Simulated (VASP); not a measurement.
Crystal: KBr.

```
Br K
1.0
     0.00000    3.30000    3.30000
     3.30000    0.00000    3.30000
     3.30000    3.30000    0.00000
Br K
1 1
Direct
  0.50000 0.50000 0.50000
  0.00000 0.00000 0.00000
```

| Quantity | Value |
| --- | --- |
| Program | VASP 6.6.1 |
| Task | relaxation of cell and atoms |
| Functional | RPBE |
| Potentials or basis | VASP PAW PBE potentials, release 64 (Br, K_sv) |
| Cutoff | 600 eV |
| k mesh | 7 × 7 × 7 |
| Occupations | fermi-dirac, width 0.05 eV |
| Spin | no spin polarisation |

At the start: pressure 2.2 GPa; volume 35.94 Å³/atom.

Problem. How do energy, volume and symmetry change on relaxing?

Solution. Over 4 steps the energy falls by 33.2 meV/atom and the volume is 41.52 Å³/atom (+15.5 %); space group Fm-3m (No. 225, to 0.05 Å).

Step by step:
```tsv
step	energy change (eV)	largest force (eV/Å)	pressure (GPa)	volume (Å³)
1	0.0000	0.0000	2.17	71.87
2	-0.0494	0.0000	0.97	77.06
3	-0.0659	0.0000	0.15	82.02
4	-0.0664	0.0000	0.00	83.04
```

Final structure:
```yaml
crystal:
  lattice:
    - [0.00000, 3.46269, 3.46269]
    - [3.46269, 0.00000, 3.46269]
    - [3.46269, 3.46269, 0.00000]
  atoms:
    - { symbol: Br, position: [0.50000, 0.50000, 0.50000] }
    - { symbol: K, position: [0.00000, 0.00000, 0.00000] }
```

Caveat: the volume moved by over 15 % at a fixed basis, so the end points are rough; the PAW data sets were made with another functional, which shifts forces and pressure a little.
